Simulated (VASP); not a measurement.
Input of a VASP 6.6.1 run:

Contents of INCAR:

```
SYSTEM = BN
ALGO     = Normal         ! electronic algorithm
EDIFF    = 1E-6           ! SCF threshold, eV
ENCUT    = 520            ! plane-wave cutoff, eV
GGA      = PE             ! functional
ISIF     = 2              ! what is computed and relaxed
ISMEAR   = 0              ! smearing method
LASPH    = .TRUE.         ! aspherical terms in the spheres
LCHARG   = .FALSE.        ! write CHGCAR
LREAL    = .FALSE.        ! projectors in reciprocal space
LWAVE    = .FALSE.        ! write WAVECAR
NELM     = 100            ! most SCF steps
PREC     = Accurate       ! precision mode
SIGMA    = 0.015          ! smearing width, eV
```

Contents of KPOINTS:

```
k-points
0
G
  12 12 12
  0 0 0
```

POSCAR

```
BN
1.0
    1.2511217832      0.7223354983      3.3729344033
   -1.2511217832      0.7223354983      3.3729344033
    0.0000000000     -1.4446709966      3.3729344033
N B
1 1
Direct
    0.6672382000      0.6672382000      0.6672382000
    0.0003288000      0.0003288000      0.0003288000
```

Potentials or basis: VASP PAW PBE potentials, release 64 (N, B).

Run with:

```bash
$ cat potpaw_PBE.64/N/POTCAR potpaw_PBE.64/B/POTCAR > POTCAR
$ mpirun -np 1 vasp_std > vasp.out
```

Q: Estimate the pressure.

A: 3.6 GPa.

Q: What does it give for the band gap on the k mesh?

A: 4.28 eV, indirect (least direct gap 4.70 eV).

Forces in eV/Å, atoms in the order of the input:
```
N    0.000  0.000 -0.003
B    0.000  0.000  0.003
```

A k mesh can miss the band edges.
